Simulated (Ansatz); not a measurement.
# BAs: how the settings move a single-point run

Question: which choices in the input matter for BAs?

Computed with Ansatz 0.2.0 (reference: DFT, HSE06, plane waves, PAW, unless a step's input says otherwise).

**1. The system as given**

Symmetry: F-43m, No. 216, cubic system. The conventional cell has a = 4.784 Å, b = 4.784 Å, c = 4.784 Å, α = 90.00°, β = 90.00°, γ = 90.00°. B (site symmetry -43m) is surrounded by 4 As at 2.07 Å. As (site symmetry -43m) has 4 B at 2.07 Å as nearest neighbours.

Coordinates:

```cif
data_structure
_symmetry_space_group_name_H-M 'F-43m'
_symmetry_Int_Tables_number 216
_cell_length_a 4.7837
_cell_length_b 4.7837
_cell_length_c 4.7837
_cell_angle_alpha 90.000
_cell_angle_beta 90.000
_cell_angle_gamma 90.000
_cell_volume 109.47
loop_
_atom_site_label
_atom_site_type_symbol
_atom_site_symmetry_multiplicity
_atom_site_Wyckoff_symbol
_atom_site_fract_x
_atom_site_fract_y
_atom_site_fract_z
_atom_site_occupancy
B1 B 4 a 0.00000 0.00000 0.00000 1
As1 As 4 d 0.25000 0.25000 0.75000 1
```

**2. Baseline**

File input.yaml:

```yaml
crystal:
  lattice:
    - [0.0, 2.3918676038, 2.3918676038]
    - [2.3918676038, 0.0, 2.3918676038]
    - [2.3918676038, 2.3918676038, 0.0]
  atoms:
    - { symbol: B, position: [0.0, 0.0, 0.0] }
    - { symbol: As, position: [0.25, 0.25, 0.25] }
kpoints:
  mp_grid: { grid: [4, 4, 4] }
hamiltonian:
  xc: hse06
scf:
  occupations: { method: fixed }
  n_extra_bands: 4
output:
  forces: true
  stress: true
  eigenvalues: true
```

Command:

```sh
$ ansatz run input.yaml --threads 4 --pin off --max-ram 3686MiB --backend cpu --events-out ev --progress --plain --runs-dir out
```

**3. Changed: mp_grid.grid [6, 6, 6], xc pbesol, accuracy low**

input.yaml: that of step 2 with these lines changed.

```diff
@@ -9,5 +9,5 @@
 kpoints:
-  mp_grid: { grid: [4, 4, 4] }
+  mp_grid: { grid: [6, 6, 6] }
 hamiltonian:
-  xc: hse06
+  xc: pbesol
 scf:
@@ -19 +19,2 @@
   eigenvalues: true
+accuracy: low
```

**4. Variant: ecutfock_ratio 2**

input.yaml: that of step 2 with these lines changed.

```diff
@@ -15,2 +15,3 @@
   n_extra_bands: 4
+  exx: { ecutfock_ratio: 2 }
 output:
```

**5. Variant: singularity regularized**

input.yaml: that of step 2 with these lines changed.

```diff
@@ -15,2 +15,3 @@
   n_extra_bands: 4
+  exx: { singularity: regularized }
 output:
```

**6. Changing settings: exchange pbe, correlation pbe, coeff 0.75, omega 0.2078**

input.yaml: that of step 2 with these lines changed.

```diff
@@ -11,3 +11,6 @@
 hamiltonian:
-  xc: hse06
+  xc:
+    exchange: pbe
+    correlation: pbe
+    exx: { coeff: 0.75, omega: 0.2078 }
 scf:
```

**7. Changing settings: exchange pbe, correlation pbe, coeff 0.75, omega 0.5**

input.yaml: that of step 2 with these lines changed.

```diff
@@ -11,3 +11,3 @@
 hamiltonian:
-  xc: hse06
+  xc: { exchange: pbe, correlation: pbe, exx: { coeff: 0.75, omega: 0.5 } }
 scf:
```

**8. Changed: ecutwfc 500**

input.yaml: that of step 2 with these lines changed.

```diff
@@ -19 +19,3 @@
   eigenvalues: true
+basis:
+  ecutwfc: 500
```

**Question.** What will these runs give? Wanted: for each run, ending; energy change; pressure; gap; force.

As calculated:

| run | ending | energy change | pressure (GPa) | gap (eV) | force (eV/Å) | cycles | time |
| --- | --- | --- | --- | --- | --- | --- | --- |
| reference | converged | 0 | -0.5 | 2.11 | 0.00 | 12 | 5 s |
| 1: mp_grid.grid [6, 6, 6], xc pbesol, accuracy low | converged | not comparable | -1.3 | 1.19 | 0.00 | 6 | 0.72 s |
| 2: ecutfock_ratio 2 | converged | - | -0.5 | 2.11 | 0.00 | 12 | 4.8 s |
| 3: singularity regularized | converged | - | -0.5 | 2.11 | 0.00 | 12 | 5 s |
| 4: exchange pbe, correlation pbe, coeff 0.75, omega 0.2078 | converged | not comparable | -6.0 | 3.60 | 0.00 | 18 | 6 s |
| 5: exchange pbe, correlation pbe, coeff 0.75, omega 0.5 | converged | not comparable | -3.0 | 2.23 | 0.00 | 17 | 6.1 s |
| 6: ecutwfc 500 | converged | -1.0 meV/atom | -0.5 | 2.11 | 0.00 | 12 | 6.2 s |

Residual by cycle in the longest SCF loop of each run; runs are numbered as in the table. The quantity is the density residual dr2, in eV.

| cycle | reference | run 1 | run 2 | run 3 | run 4 | run 5 | run 6 |
| --- | --- | --- | --- | --- | --- | --- | --- |
| 1 | 0.00595 | 0.00772 | 0.00595 | 0.00595 | 0.0381 | 0.0356 | 0.00587 |
| 2 | 0.00168 | 3.1e-4 | 0.00168 | 0.00168 | 0.00859 | 0.00856 | 0.00167 |
| 3 | 3.6e-4 | 2.4e-5 | 3.6e-4 | 3.6e-4 | 0.0106 | 0.0045 | 3.5e-4 |
| 4 | 5.2e-5 | 3.2e-6 | 5.2e-5 | 5.2e-5 | 0.00146 | 8.4e-4 | 4.7e-5 |
| 5 | 1.9e-6 | 4.6e-8 | 1.9e-6 | 1.9e-6 | 7.2e-4 | 2.3e-4 | 1.6e-6 |
| 6 | - | 1.3e-10 | - | - | 1.6e-4 | 6.8e-5 | - |
| 7 | - | - | - | - | 4.3e-5 | 9.2e-6 | - |

**Reading.** «ecutwfc 500» moves the energy by -1.0 meV/atom. Of the variants the dearest is «ecutwfc 500» (6.2 s), the cheapest «mp_grid.grid [6, 6, 6], xc pbesol, accuracy low» (0.72 s), on a shared host.
